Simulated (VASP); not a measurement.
# Rh (Fm-3m) in VASP: further runs, part 2 of 2

VASP 6.6.1.

## (5) Relaxation of cell and atoms, r2SCAN+rVV10

INCAR

```
SYSTEM = Rh
PREC     = Accurate       ! precision mode
ENCUT    = 600            ! plane-wave cutoff, eV
EDIFF    = 1E-7           ! SCF threshold, eV
ISMEAR   = 1              ! smearing method
SIGMA    = 0.1            ! smearing width, eV
LREAL    = .FALSE.        ! projectors in reciprocal space
LASPH    = .TRUE.         ! aspherical terms in the spheres
NELM     = 80             ! most SCF steps
ALGO     = Normal         ! electronic algorithm
ISIF     = 3              ! what is computed and relaxed
LWAVE    = .FALSE.        ! write WAVECAR
LCHARG   = .FALSE.        ! write CHGCAR
METAGGA  = R2SCAN         ! meta-GGA
LMIXTAU  = .TRUE.       
LUSE_VDW = .TRUE.       
IVDW_NL  = 2            
BPARAM   = 11.95        
CPARAM   = 0.0093       
IBRION   = 2              ! ionic algorithm
NSW      = 90             ! ionic steps
EDIFFG   = -0.005         ! ionic threshold
```

KPOINTS

```
Automatic mesh
0
G
  16 16 16
  0 0 0
```

POSCAR

```
Rh                                      
1.0
    0.0000000000      1.8970536419      1.8970536419
    1.8970536419     -0.0000000000      1.8970536419
    1.8970536419      1.8970536419     -0.0000000000
  Rh            
     1
Direct
     0.0000000000000000    0.0000000000000000    0.0000000000000000
```

Potentials or basis: VASP PAW PBE potentials, release 64 (Rh_pv).

Launch:

```console
> cat potpaw_PBE.64/Rh_pv/POTCAR > POTCAR
> mpirun -np 1 vasp_std > vasp.out
```

OUTCAR:

```text
SYSTEM = Rh
   PREC = Accurate
   ENCUT = 600
   EDIFF = 1E-7
   ISMEAR = 1
   LREAL = .FALSE.
   LASPH = .TRUE.
   NELM = 80
   ISIF = 3
   METAGGA = R2SCAN
   IVDW_NL = 2
   BPARAM = 11.95
   IBRION = 2
   NSW = 90
   EDIFFG = -0.005

 ion  position               nearest neighbor table
   1  0.000  0.000  0.000-

  LATTYP: Found a face centered cubic cell.
 ALAT       =     3.7941072838

  Lattice vectors:

 A1 = (   0.0000000000,   1.8970536419,   1.8970536419)
 A2 = (   1.8970536419,   0.0000000000,   1.8970536419)
 A3 = (   1.8970536419,   1.8970536419,   0.0000000000)

Analysis of symmetry for initial positions (statically):
=====================================================================
 Subroutine PRICEL returns:
 Original cell was already a primitive cell.

 Routine SETGRP: Setting up the symmetry group for a
 face centered cubic supercell.

 Subroutine GETGRP returns: Found 48 space group operations
 (whereof 48 operations were pure point group operations)
 out of a pool of 48 trial point group operations.

The static configuration has the point symmetry O_h .

Analysis of symmetry for dynamics (positions and initial velocities):
=====================================================================
 Subroutine PRICEL returns:
 Original cell was already a primitive cell.

 Routine SETGRP: Setting up the symmetry group for a
 face centered cubic supercell.

 Subroutine GETGRP returns: Found 48 space group operations
 (whereof 48 operations were pure point group operations)
 out of a pool of 48 trial point group operations.

The dynamic configuration has the point symmetry O_h .

 Subroutine INISYM returns: Found 48 space group operations
 (whereof 48 operations are pure point group operations),
 and found     1 'primitive' translations

----------------------------------------------------------------------------------------

                                     Primitive cell

  volume of cell :      13.6543

  direct lattice vectors                    reciprocal lattice vectors
     0.000000000  1.897053642  1.897053642    -0.263566611  0.263566611  0.263566611
     1.897053642  0.000000000  1.897053642     0.263566611 -0.263566611  0.263566611
     1.897053642  1.897053642  0.000000000     0.263566611  0.263566611 -0.263566611

  length of vectors
     2.682838989  2.682838989  2.682838989     0.456510762  0.456510762  0.456510762

  position of ions in fractional coordinates (direct lattice)
     0.000000000  0.000000000  0.000000000

  ion indices of the primitive-cell ions
   primitive index   ion index
                 1           1

----------------------------------------------------------------------------------------

 KPOINTS: Automatic mesh

Automatic generation of k-mesh.
 Grid dimensions read from file:
 generate k-points for:   16   16   16

 Generating k-lattice:

  Cartesian coordinates                     Fractional coordinates (reciprocal lattice)
    -0.016472913  0.016472913  0.016472913     0.062500000  0.000000000  0.000000000
     0.016472913 -0.016472913  0.016472913     0.000000000  0.062500000  0.000000000
     0.016472913  0.016472913 -0.016472913     0.000000000  0.000000000  0.062500000

  Length of vectors
     0.028531923  0.028531923  0.028531923

[... 37 lines left out ...]
   total plane-waves  NPLWV =  13824
   dimension x,y,z NGX =    24 NGY =   24 NGZ =   24
   dimension x,y,z NGXF=    48 NGYF=   48 NGZF=   48
   ions per type =               1
   NGX,Y,Z   is equivalent  to a cutoff of  14.87, 14.87, 14.87 a.u.
   NGXF,Y,Z  is equivalent  to a cutoff of  29.74, 29.74, 29.74 a.u.
 SYSTEM =  Rh
   PREC   = accura    normal or accurate (medium, high low for compatibility)
   ISTART =      0    job   : 0-new  1-cont  2-samecut
   ICHARG =      2    charge: 1-file 2-atom 10-const
   ISPIN  =      1    spin polarized calculation?
   LNONCOLLINEAR =      F non collinear calculations
   LSORBIT =      F    spin-orbit coupling
   LASPH  =      T    aspherical Exc in radial PAW
   ENCUT  =  600.0 eV  44.10 Ry    6.64 a.u.   5.36  5.36  5.36*2*pi/ulx,y,z
   NELM   =     80;   NELMIN=  2; NELMDL= -5     # of ELM steps
   EDIFF  = 0.1E-06   stopping-criterion for ELM
   LREAL  =      F    real-space projection
   EDIFFG = -.5E-02   stopping-criterion for IOM
   NSW    =     90    number of steps for IOM
   IBRION =      2    ionic relax: 0-MD 1-quasi-New 2-CG
   NFREE  =      1    steps in history (QN), initial steepest desc. (CG)
   ISIF   =      3    stress and relaxation
   ISYM   =      2    0-nonsym 1-usesym 2-fastsym
   POTIM  = 0.5000    time-step for ionic-motion
   TEBEG  =    0.0;   TEEND  =   0.0 temperature during run
   PSTRESS=    0.0 pullay stress
   NELECT =      15.0000    total number of electrons
   NUPDOWN=      -1.0000    fix difference up-down
   EMIN   =  10.00;   EMAX   =-10.00  energy-range for DOS
   EFERMI =   0.00;   METHOD = LEGACY
   ISMEAR =     1;   SIGMA  =   0.10  broadening in eV -4-tet -1-fermi 0-gaus
   EFERMI_NEDOS =   21; number of points for ismear=-14 and -15
   IALGO  =     38    algorithm
   IMIX   =      4    mixing-type and parameters
     AMIX     =   0.40;   BMIX     =  1.00
     AMIX_MAG =   1.60;   BMIX_MAG =  1.00
  volume/ion in A,a.u.               =      13.65        92.14
  Fermi-wavevector in a.u.,A,eV,Ry     =   1.689205  3.192134 38.823039  2.853413
  Thomas-Fermi vector in A             =   2.771373
   LORBIT       =      0    0 simple, 1 ext, 2 COOP (PROOUT), +10 PAW based schemes
   METAGGA = R2SCAN    functional components
   LHFCALC =     F    Hartree Fock is set to
   AEXX    =    0.0000 exact exchange contribution
   IVDW_NL    =     2    kernel type
   BPARAM     =11.9500
   IVDW    =     0    specifies the selected vdW correction
   LEPSILON=     F    determine dielectric tensor
   LRPA    =     F    only Hartree local field effects (RPA)
 conjugate gradient relaxation of ions
 non-spin polarized calculation
 Methfessel and Paxton  Order N= 1 SIGMA  =   0.10
  energy-cutoff  :      600.00
  volume of cell :       13.65
 maximum number of plane-waves:       469
 NGX is ok and might be reduce to    24

 number of electron      15.0000002 magnetization

 Free energy of the ion-electron system (eV)
  ---------------------------------------------------
  ext. energy  EPLUGINS =         0.00000000
  ---------------------------------------------------
  free energy    TOTEN  =       -23.83926263 eV

  energy without entropy =      -23.83853517  energy(sigma->0) =      -23.83902014

 E-fermi :  11.8267     XC(G=0): -15.2880

 val. band max:       11.8086199641   @ k =   0.5000   0.3125   0.1250
 cond. band min:      11.8305677965   @ k =   0.4375   0.1250   0.0625
 fundamental gap:      0.0219478324
 Fermi energy:        11.8266944046

 k-point     1 :       0.0000    0.0000    0.0000
  band No.  band energies     occupation
      1     -35.9452      2.00000
      2     -35.9452      2.00000
      3     -35.9452      2.00000
      4       3.5895      2.00000
      5       8.6438      2.00000
      6       8.6438      2.00000
      7       8.6438      2.00000
      8      10.7718      2.00000
      9      10.7718      2.00000
     10      28.5393      0.00000
     11      29.2146      0.00000
[... 309 lines left out ...]
 k-point    24 :      -0.0625    0.0625    0.0000
  band No.  band energies     occupation
      1     -36.0217      2.00000
      2     -35.9682      2.00000
      3     -35.9511      2.00000
      4       4.0236      2.00000
      5       8.4316      2.00000
      6       8.7972      2.00000
      7       8.8474      2.00000
      8      10.5764      2.00000
      9      10.7993      2.00000
     10      29.1483      0.00000
     11      29.2146      0.00000

 [... further k-points ...]

------------------------ aborting loop because EDIFF is reached ----------------------------------------

  FORCE on cell =-STRESS in cart. coord.  units (eV):
  Direction    XX          YY          ZZ          XY          YZ          ZX
  --------------------------------------------------------------------------------------
  -------------------------------------------------------------------------------------
  Total        0.0028971      0.0028971      0.0028971      0.0000000      0.0000000     -0.0000000
  in kB        0.3399399      0.3399399      0.3399399      0.0000000      0.0000000     -0.0000000
  external PRESSURE =       0.3399399 kB  Pullay stress =       0.0000000 kB

 VOLUME and BASIS-vectors are now :
 -----------------------------------------------------------------------------
  energy-cutoff  :      600.00
  volume of cell :       13.65
      direct lattice vectors                 reciprocal lattice vectors
     0.000000000  1.897053642  1.897053642    -0.263566611  0.263566611  0.263566611
     1.897053642  0.000000000  1.897053642     0.263566611 -0.263566611  0.263566611
     1.897053642  1.897053642  0.000000000     0.263566611  0.263566611 -0.263566611

 POSITION                                       TOTAL-FORCE (eV/Angst)
 -----------------------------------------------------------------------------------
      0.00000      0.00000      0.00000         0.000000      0.000000      0.000000
 -----------------------------------------------------------------------------------
    total drift:                               -0.000000      0.000000      0.000000

  FREE ENERGIE OF THE ION-ELECTRON SYSTEM (eV)
  ---------------------------------------------------
  free  energy   TOTEN  =       -23.8392626255 eV

  energy  without entropy=      -23.8385351738  energy(sigma->0) =      -23.83902014

 reached required accuracy - stopping structural energy minimisation
```

Run time: 84 s. Hardware: 1 thread of Intel Xeon Platinum 8488C (Sapphire Rapids), shared host; peak memory 0.23 GiB.

Results:

* Free energy: -23.8393 eV
* Pressure after relaxing: 0.0 GPa
* Band gap on the k mesh: none (metal or under the smearing width)

Final structure:
```
CELL_PARAMETERS angstrom
0.00000 1.89705 1.89705
1.89705 0.00000 1.89705
1.89705 1.89705 0.00000
ATOMIC_POSITIONS crystal
Rh 0.00000 0.00000 0.00000
```

Levels at points of the mesh, in eV from the Fermi level:
```tsv
k point	band 4	band 5	band 6	band 7	band 8	band 9	band 10	band 11
(0.00, 0.00, 0.00)	-8.24	-3.18	-3.18	-3.18	-1.05	-1.05	16.71	17.39
(0.50, 0.00, 0.00)	-6.38	-3.30	-3.30	0.63	0.63	0.89	9.17	16.27
(0.50, 0.50, 0.00)	-6.60	-6.22	0.55	1.09	1.09	3.49	12.98	14.05
```

Caveat: the relaxation stopped at its first step, so nothing moved; the PAW data sets were made with another functional, which shifts forces and pressure a little.
